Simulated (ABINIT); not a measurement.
# MgB2 (P6/mmm) in ABINIT: further runs

The runs below take MgB2 through single point, relaxation of cell and atoms, with PBEsol.

Program: ABINIT 10.8.3 (patched build). These are calculated values, not measurements. Logs are shortened: lines on timing, memory, paths and dates and some standing lists are left out, and cuts for length are marked. The log counts tension as positive stress, the text compression.

## Step 1: The crystal as given

Symmetry: P6/mmm, No. 191, hexagonal system. Conventional cell: a = 3.085 Å, b = 3.085 Å, c = 3.523 Å, α = 90.00°, β = 90.00°, γ = 120.00°. Mg (site symmetry 6/mmm) has 12 B at 2.51 Å as nearest neighbours. Around B (site symmetry -6m2) lie 3 B at 1.78 Å.

## Step 2: Single point, PBEsol

run.abi

```
pp_dirpath "./"
pseudos "Mg.upf, B.upf"

acell 3.085 3.085 3.523 Angstrom
rprim
     1.0000000000     0.0000000000     0.0000000000
    -0.5000000000     0.8660254038     0.0000000000
     0.0000000000     0.0000000000     1.0000000000
ntypat 2
znucl 12 5
natom 3
typat 1 2 2
xcart
     0.0000000000     0.0000000000     0.0000000000
     2.9149025475     1.6829197702     3.3287525685
    -0.0000000003     3.3658395408     3.3287525685

ecut 1034.032677 eV

kptopt 1
ngkpt 8 8 6
nshiftk 1
shiftk 0.0 0.0 0.0

ixc -116133

nband 12
occopt 3
tsmear 0.05 eV

nstep 100
tolvrs 1.0e-10

iomode 3
prtwf 0
prtden 0
prteig 0
prtebands 0
enunit 2
```

Potentials or basis: PseudoDojo NC SR PBEsol v0.4.1 standard.

Launch:

```console
abinit run.abi > log 2>&1
```

run.abo:

```text
.Version 10.8.3 of ABINIT
 Symmetries : space group P6/m m m (#191); Bravais hP (primitive hexag.)
================================================================================
 Values of the parameters that define the memory need of the present run
     intxc =       0    ionmov =       0      iscf =       7    lmnmax =       4
     lnmax =       4     mgfft =      40  mpssoang =       2    mqgrid =    3001
     natom =       3  nloc_mem =       1    nspden =       1   nspinor =       1
    nsppol =       1      nsym =      24    n1xccc =    2501    ntypat =       2
    occopt =       3   xclevel =       2
       mpw =        2204          nfft =       51840          nkpt =          40
================================================================================
================================================================================

--------------------------------------------------------------------------------
------------- Echo of variables that govern the present computation ------------
--------------------------------------------------------------------------------
 -outvars: echo values of preprocessed input variables --------
            acell      5.8298050984E+00  5.8298050984E+00  6.6575051416E+00 Bohr
              amu      2.43050000E+01  1.08110000E+01
             ecut      3.80000000E+01 Hartree
           enunit           2
              ixc     -116133
         kptrlatt        8    0    0      0    8    0      0    0    6
          kptrlen      3.99450308E+01
            natom           3
            nband          12
            ngfft          36      36      40
             nkpt          40
            nstep         100
             nsym          24
           ntypat           2
           occopt           3
           prtden           0
        prtebands           0
           prteig           0
            prtwf           0
            rprim      1.0000000000E+00  0.0000000000E+00  0.0000000000E+00
                      -5.0000000000E-01  8.6602540380E-01  0.0000000000E+00
                       0.0000000000E+00  0.0000000000E+00  1.0000000000E+00
          spgroup         191
           tolvrs      1.00000000E-10
           tsmear      1.83746611E-03 Hartree
            typat      1  2  2
           xangst      0.0000000000E+00  0.0000000000E+00  0.0000000000E+00
                       1.5425000000E+00  8.9056279024E-01  1.7615000000E+00
                      -1.7916985633E-17  1.7811255805E+00  1.7615000000E+00
            xcart      0.0000000000E+00  0.0000000000E+00  0.0000000000E+00
                       2.9149025492E+00  1.6829197715E+00  3.3287525708E+00
                      -3.3858195847E-17  3.3658395430E+00  3.3287525708E+00
             xred      0.0000000000E+00  0.0000000000E+00  0.0000000000E+00
                       6.6666666667E-01  3.3333333333E-01  5.0000000000E-01
                       3.3333333333E-01  6.6666666667E-01  5.0000000000E-01
            znucl       12.00000    5.00000

================================================================================

 chkinp: Checking input parameters for consistency.

================================================================================
== DATASET  1 ==================================================================

--- !DatasetInfo
iteration_state: {dtset: 1, }
dimensions: {natom: 3, nkpt: 40, mband: 12, nsppol: 1, nspinor: 1, nspden: 1, mpw: 2204, }
cutoff_energies: {ecut:  38.0, pawecutdg:  -1.0, }
electrons: {nelect:   1.60000000E+01, charge:   0.00000000E+00, occopt:   3.00000000E+00, tsmear:   1.83746611E-03, }
meta: {optdriver: 0, ionmov: 0, optcell: 0, iscf: 7, paral_kgb: 0, }
...

 Real(R)+Recip(G) space primitive vectors, cartesian coordinates (Bohr,Bohr^-1):
 R(1)=  5.8298051  0.0000000  0.0000000  G(1)=  0.1715323  0.0990342  0.0000000
 R(2)= -2.9149025  5.0487593  0.0000000  G(2)=  0.0000000  0.1980685  0.0000000
 R(3)=  0.0000000  0.0000000  6.6575051  G(3)=  0.0000000  0.0000000  0.1502064
 Unit cell volume ucvol=  1.9595223E+02 bohr^3
 Angles (23,13,12)=  9.00000000E+01  9.00000000E+01  1.20000000E+02 degrees

 getcut: wavevector=  0.0000  0.0000  0.0000  ngfft=  36  36  40
         ecut(hartree)=     38.000   => boxcut(ratio)=   2.16517

--- Pseudopotential description ------------------------------------------------
- pspini: atom type   1  psp file is ./Mg.upf
12 -116133 1 -1 1510                          pspcod,pspxc,lmax,lloc,mmax
     nproj     2     2

- pspini: atom type   2  psp file is ./B.upf
12 -116133 1 -1 1534                          pspcod,pspxc,lmax,lloc,mmax
     nproj     2     2

   2.49365731E+02                                ecore*ucvol(ha*bohr**3)
--------------------------------------------------------------------------------

================================================================================

--- !BeginCycle
iteration_state: {dtset: 1, }
solver: {iscf: 7, nstep: 100, nline: 4, wfoptalg: 0, }
tolerances: {tolvrs: 1.00E-10, }
...

     iter   Etot(hartree)      deltaE(h)  residm     vres2
 ETOT  1  -65.114389144213    -6.511E+01 1.197E-01 6.237E+02
 ETOT  2  -65.191726500512    -7.734E-02 2.282E-02 8.059E+00
 ETOT  3  -65.192535755134    -8.093E-04 1.395E-03 9.004E-01
 ETOT  4  -65.192607569773    -7.181E-05 1.690E-03 7.315E-02
 ETOT  5  -65.192615123975    -7.554E-06 5.644E-04 2.755E-03
 ETOT  6  -65.192615401638    -2.777E-07 6.719E-04 2.456E-05
 ETOT  7  -65.192615404133    -2.495E-09 4.161E-04 7.247E-07
 ETOT  8  -65.192615404210    -7.668E-11 2.792E-04 3.524E-09
 ETOT  9  -65.192615404213    -3.695E-12 8.830E-05 3.107E-11

 At SCF step    9       vres2   =  3.11E-11 < tolvrs=  1.00E-10 =>converged.

 Cartesian components of stress tensor (hartree/bohr^3)
  sigma(1 1)=  1.01253739E-04  sigma(3 2)=  0.00000000E+00
  sigma(2 2)=  1.01253739E-04  sigma(3 1)=  0.00000000E+00
  sigma(3 3)=  1.33665797E-04  sigma(2 1)=  0.00000000E+00

--- !ResultsGS
iteration_state: {dtset: 1, }
comment   : Summary of ground state results
lattice_vectors:
- [  5.8298051,   0.0000000,   0.0000000, ]
- [ -2.9149025,   5.0487593,   0.0000000, ]
- [  0.0000000,   0.0000000,   6.6575051, ]
lattice_lengths: [   5.82981,    5.82981,    6.65751, ]
lattice_angles: [ 90.000,  90.000, 120.000, ] # degrees, (23, 13, 12)
lattice_volume:   1.9595223E+02
convergence: {deltae: -3.695E-12, res2:  3.107E-11, residm:  8.830E-05, diffor: null, }
etotal    :  -6.51926154E+01
entropy   :   0.00000000E+00
fermie    :   2.55727901E-01
cartesian_stress_tensor: # hartree/bohr^3
- [  1.01253739E-04,   0.00000000E+00,   0.00000000E+00, ]
- [  0.00000000E+00,   1.01253739E-04,   0.00000000E+00, ]
- [  0.00000000E+00,   0.00000000E+00,   1.33665797E-04, ]
pressure_GPa:  -3.2969E+00
xred      :
- [  0.0000E+00,   0.0000E+00,   0.0000E+00, Mg]
- [  6.6667E-01,   3.3333E-01,   5.0000E-01,  B]
- [  3.3333E-01,   6.6667E-01,   5.0000E-01,  B]
cartesian_forces: # hartree/bohr
- [  1.53958562E-29,   8.88880170E-30,  -0.00000000E+00, ]
- [ -7.69792808E-29,   6.22216119E-29,  -0.00000000E+00, ]
- [  6.15834247E-29,  -7.11104136E-29,  -0.00000000E+00, ]
force_length_stats: {min:   1.77776034E-29, max:   9.89815067E-29, mean:   7.02764484E-29, }
...

 Integrated electronic density in atomic spheres:
 ------------------------------------------------
 Atom  Sphere_radius  Integrated_density
    1        2.00000          8.36022608
    2        2.00000          2.63404616
    3        2.00000          2.63404616
================================================================================

 ----iterations are completed or convergence reached----

 Mean square residual over all n,k,spin=   55.832E-08; max=  88.296E-06
 reduced coordinates (array xred) for    3 atoms
       0.000000000000      0.000000000000      0.000000000000
       0.666666666667      0.333333333333      0.500000000000
       0.333333333333      0.666666666667      0.500000000000
 rms dE/dt=  3.2362E-28; max dE/dt=  5.3853E-28; dE/dt below (all hartree)
    1       0.000000000000      0.000000000000      0.000000000000
    2       0.000000000000     -0.000000000000      0.000000000000
    3      -0.000000000000      0.000000000000      0.000000000000

 cartesian coordinates (angstrom) at end:
    1      0.00000000000000     0.00000000000000     0.00000000000000
    2      1.54250000000000     0.89056279024100     1.76150000000000
    3     -0.00000000000000     1.78112558048200     1.76150000000000

 cartesian forces (hartree/bohr) at end:
    1      0.00000000000000     0.00000000000000    -0.00000000000000
    2     -0.00000000000000     0.00000000000000    -0.00000000000000
    3      0.00000000000000    -0.00000000000000    -0.00000000000000
 frms,max,avg= 4.5901575E-29 7.6979281E-29   0.000E+00  0.000E+00  0.000E+00 h/b

 cartesian forces (eV/Angstrom) at end:
    1      0.00000000000000     0.00000000000000    -0.00000000000000
    2     -0.00000000000000     0.00000000000000    -0.00000000000000
    3      0.00000000000000    -0.00000000000000    -0.00000000000000
 frms,max,avg= 2.3603539E-27 3.9584338E-27   0.000E+00  0.000E+00  0.000E+00 e/A
 length scales=  5.829805098426  5.829805098426  6.657505141573 bohr
              =  3.085000000000  3.085000000000  3.523000000000 angstroms
 Fermi (or HOMO) energy (hartree) =   0.25573   Average Vxc (hartree)=  -0.41195
 Eigenvalues (hartree) for nkpt=  40  k points:
 kpt#   1, nband= 12, wtk=  0.00260, kpt=  0.0000  0.0000  0.0000 (reduced coord)
  -2.49525   -1.28124   -1.28124   -1.28072   -0.20039    0.14766    0.26976    0.26976
   0.31587    0.48671    0.48671    0.55360
      occupation numbers for kpt#   1
   2.00000    2.00000    2.00000    2.00000    2.00000    2.00000    0.00097    0.00097
   0.00000    0.00000    0.00000    0.00000
 prteigrs : prtvol=0 or 1, do not print more k-points.

 Fermi (or HOMO) energy (eV) =   6.95871   Average Vxc (eV)= -11.20978
 Eigenvalues (   eV  ) for nkpt=  40  k points:
 kpt#   1, nband= 12, wtk=  0.00260, kpt=  0.0000  0.0000  0.0000 (reduced coord)
 -67.89919  -34.86429  -34.86429  -34.85030   -5.45293    4.01806    7.34044    7.34044
   8.59535   13.24393   13.24393   15.06411
 prteigrs : prtvol=0 or 1, do not print more k-points.

--- !EnergyTerms
iteration_state     : {dtset: 1, }
comment             : Components of total free energy in Hartree
kinetic             :  3.79935599331935E+01
hartree             :  2.03135498573081E+01
xc                  : -1.02695069115789E+01
Ewald energy        : -3.69279619835024E+01
psp_core            :  1.27258428688075E+00
local_psp           : -5.95281222040453E+01
non_local_psp       : -1.80463470003854E+01
internal            : -6.51922440221297E+01
'-kT*entropy'       : -3.71382083733989E-04
total_energy        : -6.51926154042134E+01
total_energy_eV     : -1.77398143814974E+03
band_energy         : -1.20768757473082E+01
...

 Cartesian components of stress tensor (hartree/bohr^3)
  sigma(1 1)=  1.01253739E-04  sigma(3 2)=  0.00000000E+00
  sigma(2 2)=  1.01253739E-04  sigma(3 1)=  0.00000000E+00
  sigma(3 3)=  1.33665797E-04  sigma(2 1)=  0.00000000E+00

-Cartesian components of stress tensor (GPa)         [Pressure= -3.2969E+00 GPa]
- sigma(1 1)=  2.97898786E+00  sigma(3 2)=  0.00000000E+00
- sigma(2 2)=  2.97898785E+00  sigma(3 1)=  0.00000000E+00
- sigma(3 3)=  3.93258353E+00  sigma(2 1)=  0.00000000E+00

== END DATASET(S) ==============================================================
================================================================================

 -outvars: echo values of variables after computation  --------
            acell      5.8298050984E+00  5.8298050984E+00  6.6575051416E+00 Bohr
           etotal     -6.5192615404E+01
            fcart      1.5395856166E-29  8.8888017017E-30 -0.0000000000E+00
                      -7.6979280831E-29  6.2221611912E-29 -0.0000000000E+00
                       6.1583424664E-29 -7.1110413614E-29 -0.0000000000E+00
            rprim      1.0000000000E+00  0.0000000000E+00  0.0000000000E+00
                      -5.0000000000E-01  8.6602540380E-01  0.0000000000E+00
                       0.0000000000E+00  0.0000000000E+00  1.0000000000E+00
           strten      1.0125373916E-04  1.0125373892E-04  1.3366579749E-04
                       0.0000000000E+00  0.0000000000E+00  0.0000000000E+00
           xangst      0.0000000000E+00  0.0000000000E+00  0.0000000000E+00
                       1.5425000000E+00  8.9056279024E-01  1.7615000000E+00
                      -1.7916985633E-17  1.7811255805E+00  1.7615000000E+00
             xred      0.0000000000E+00  0.0000000000E+00  0.0000000000E+00
                       6.6666666667E-01  3.3333333333E-01  5.0000000000E-01
                       3.3333333333E-01  6.6666666667E-01  5.0000000000E-01
 Calculation completed.
```

Run time: 27 s. Hardware: 1 thread of Arm Neoverse V1, shared host; peak memory 0.08 GiB.

Results:

```
Free energy                                           : -1773.9814 eV
Pressure                                              : -3.3 GPa
Band gap on the k mesh                                : none (metal or under the smearing width)
Valence electrons inside the program's atomic spheres : Mg 8.36; B 2.63
```

Levels at points of the mesh, in eV from the Fermi level:
```
           k point  band 5  band 6  band 7  band 8  band 9  band 10  band 11  band 12
(0.00, 0.00, 0.00)  -12.41   -2.94    0.38    0.38    1.64     6.29     6.29     8.11
(0.50, 0.00, 0.00)   -8.50   -7.84   -2.17    0.22    3.07     3.86     5.29     7.08
(0.00, 0.00, 0.50)  -11.11   -7.45    0.76    0.76    6.64     6.64     7.93     9.90
(0.50, 0.00, 0.50)   -7.52   -6.92   -3.57   -1.87   -1.31     5.68     8.73     8.86
```

## Step 3: Relaxation of cell and atoms, PBEsol

run.abi

```
# Pseudopotentials
pp_dirpath "./"
pseudos "Mg.upf, B.upf"

# Structure
acell 3*1.0
rprim
     5.8298050945     0.0000000000     0.0000000000
    -2.9149025472     5.0487593110     0.0000000000
     0.0000000000     0.0000000000     6.6575051371
ntypat 2
znucl 12 5
natom 3
typat 1 2 2
chkprim 0
chksymtnons 0
tolsym 1.0e-6
xred
            0.0            0.0            0.0
            2/3            1/3            1/2
            1/3            2/3            1/2

# Plane-wave basis
ecut 42.0
ecutsm 0.5

# k points
kptopt 1
ngkpt 8 8 6
nshiftk 1
shiftk 0.0 0.0 0.0

# Exchange and correlation
ixc -116133

# Bands and occupations
nband 12
occopt 3
tsmear 0.05 eV

# SCF cycle
nstep 80
tolvrs 1.0e-12

# Output
iomode 3
prteig 0
prtebands 0
prtwf 0
prtden 0

# Relaxation
ionmov 2
optcell 2
ntime 50
tolmxf 2.0e-5
dilatmx 1.08
```

Potentials or basis: PseudoDojo NC SR PBEsol v0.4.1 standard.

Launch:

```console
mpirun --bind-to none -np 4 abinit run.abi > log 2>&1
```

Wall time 46 s (4 MPI ranks of Arm Neoverse V2, shared host); peak memory 0.32 GiB.

Results (log left out):

```yaml
Free_energy: -1773.9930 eV
Relaxed_volume: 9.49 Å³/atom
Relaxed_cell: a = 3.073 Å, b = 3.073 Å, c = 3.480 Å, α = 90.00°, β = 90.00°, γ = 120.00°
Space_group_after_relaxing_to_0.05_Å: P6/mmm (No. 191)
Energy_gained_by_relaxing: 1.7 meV/atom
Ionic_steps: 6
Pressure_after_relaxing: 0.0 GPa
Band_gap_on_the_k_mesh: none (metal or under the smearing width)
```

The path:
```tsv
step	energy change (eV)	largest force (eV/Å)	pressure (GPa)	volume (Å³)
1	0.0000	0.0000	-2.61	29.04
2	-0.0031	0.0000	-1.47	28.81
3	-0.0049	0.0000	0.13	28.48
4	-0.0051	0.0000	0.16	28.47
5	-0.0052	0.0000	0.02	28.47
6	-0.0052	0.0000	0.00	28.47
```

Final structure:
```xyz
3
Lattice="3.0734 0.0000 0.0000 -1.5367 2.6616 0.0000 0.0000 0.0000 3.4804" Properties=species:S:1:pos:R:3 pbc="T T T"
Mg    0.0000    0.0000    0.0000
B     1.5367    0.8872    1.7402
B     0.0000    1.7744    1.7402
```

## Step 4: Single point, PBEsol (cell relaxed)

run.abi

```
# Pseudopotentials
pp_dirpath "./"
pseudos "Mg.upf, B.upf"

# Structure
acell 3*1.0 Angstrom
rprim
     3.0734024000     0.0000000000     0.0000000000
    -1.5367012000     2.6616445500     0.0000000000
     0.0000000000     0.0000000000     3.4803818200
ntypat 2
znucl 12 5
natom 3
typat 1 2 2
xred
     0.0000000000     0.0000000000     0.0000000000
     0.6666666700     0.3333333300     0.5000000000
     0.3333333300     0.6666666700     0.5000000000
chkprim 0
chksymtnons 0
tolsym 1.0e-6

# Plane-wave basis
ecut 1142.878222 eV

# k points
kptopt 1
ngkpt 8 8 6
nshiftk 1
shiftk 0.0 0.0 0.0

# Exchange and correlation
ixc -116133

# Bands and occupations
nband 12
occopt 3
tsmear 0.05 eV

# SCF cycle
nstep 100
tolvrs 1.0e-10

# Output
iomode 3
prtwf 0
prtden 0
prteig 0
prtebands 0
```

Launch:

```console
mpirun --bind-to none -np 4 abinit run.abi > log 2>&1
```

It took 7.1 s on 4 MPI ranks of Arm Neoverse V2, shared host; peak memory 0.28 GiB.

It converged, with:

| Item | Value |
| --- | --- |
| Free energy | -1773.9931 eV |
| Pressure | 0.0 GPa |
| Band gap on the k mesh | none (metal or under the smearing width) |
| Valence electrons inside the program's atomic spheres | Mg 8.37; B 2.65 |

Levels at points of the mesh, in eV from the Fermi level:
```
           k point  band 4  band 5  band 6  band 7  band 8  band 9  band 10  band 11  band 12
(0.00, 0.00, 0.00)  -41.74  -12.52   -2.89    0.36    0.36    1.83     6.29     6.29     8.18
(0.50, 0.00, 0.00)  -41.73   -8.58   -7.93   -2.22    0.27    3.16     3.85     5.50     7.34
(0.00, 0.00, 0.50)  -41.75  -11.17   -7.52    0.76    0.76    6.65     6.65     7.95    10.08
(0.50, 0.00, 0.50)  -41.74   -7.55   -6.97   -3.63   -1.91   -1.33     5.76     8.87     8.94
```

## Step 5: Relaxation of cell and atoms, PBEsol

run.abi

```
# Pseudopotentials
pp_dirpath "./"
pseudos "Mg.upf, B.upf"

# Structure
acell 5.8298050945 5.8298050945 6.6575051371
rprim
     1.0000000000     0.0000000000     0.0000000000
    -0.5000000000     0.8660254038     0.0000000000
     0.0000000000     0.0000000000     1.0000000000
ntypat 2
znucl 12 5
natom 3
typat 1 2 2
chkprim 0
chksymtnons 0
tolsym 1.0e-6
xred
            0.0            0.0            0.0
            2/3            1/3            1/2
            1/3            2/3            1/2

# Plane-wave basis
ecut 42.0
ecutsm 0.5

# k points
kptopt 1
ngkpt 8 8 6
nshiftk 1
shiftk 0.0 0.0 0.0

# Exchange and correlation
ixc -116133

# Bands and occupations
nband 12
occopt 3
tsmear 0.05 eV

# SCF cycle
nstep 80
tolvrs 1.0e-12

# Output
iomode 3
prteig 0
prtebands 0
prtwf 0
prtden 0

# Relaxation
ionmov 2
optcell 2
ntime 50
tolmxf 2.0e-5
dilatmx 1.08
```

Launch:

```console
mpirun --bind-to none -np 4 abinit run.abi > log 2>&1
```

Run time: 49 s. Hardware: 4 MPI ranks of Arm Neoverse V2, shared host; peak memory 0.32 GiB.

It converged, with:

- Free energy: -1773.9930 eV
- Relaxed volume: 9.49 Å³/atom
- Relaxed cell: a = 3.073 Å, b = 3.073 Å, c = 3.480 Å, α = 90.00°, β = 90.00°, γ = 120.00°
- Space group after relaxing (to 0.05 Å): P6/mmm (No. 191)
- Energy gained by relaxing: 1.7 meV/atom
- Ionic steps: 6
- Pressure after relaxing: 0.0 GPa
- Band gap on the k mesh: none (metal or under the smearing width)

The path:
| step | energy change (eV) | largest force (eV/Å) | pressure (GPa) | volume (Å³) |
| --- | --- | --- | --- | --- |
| 1 | 0.0000 | 0.0000 | -2.61 | 29.04 |
| 2 | -0.0031 | 0.0000 | -1.47 | 28.81 |
| 3 | -0.0049 | 0.0000 | 0.13 | 28.48 |
| 4 | -0.0051 | 0.0000 | 0.16 | 28.47 |
| 5 | -0.0052 | 0.0000 | 0.02 | 28.47 |
| 6 | -0.0052 | 0.0000 | 0.00 | 28.47 |

Final structure:
```
Mg B
1.0
     3.07340    0.00000    0.00000
    -1.53670    2.66164    0.00000
     0.00000    0.00000    3.48038
Mg B
1 2
Direct
  0.00000 0.00000 0.00000
  0.66667 0.33333 0.50000
  0.33333 0.66667 0.50000
```

(Part 1 of 2 ends here.)
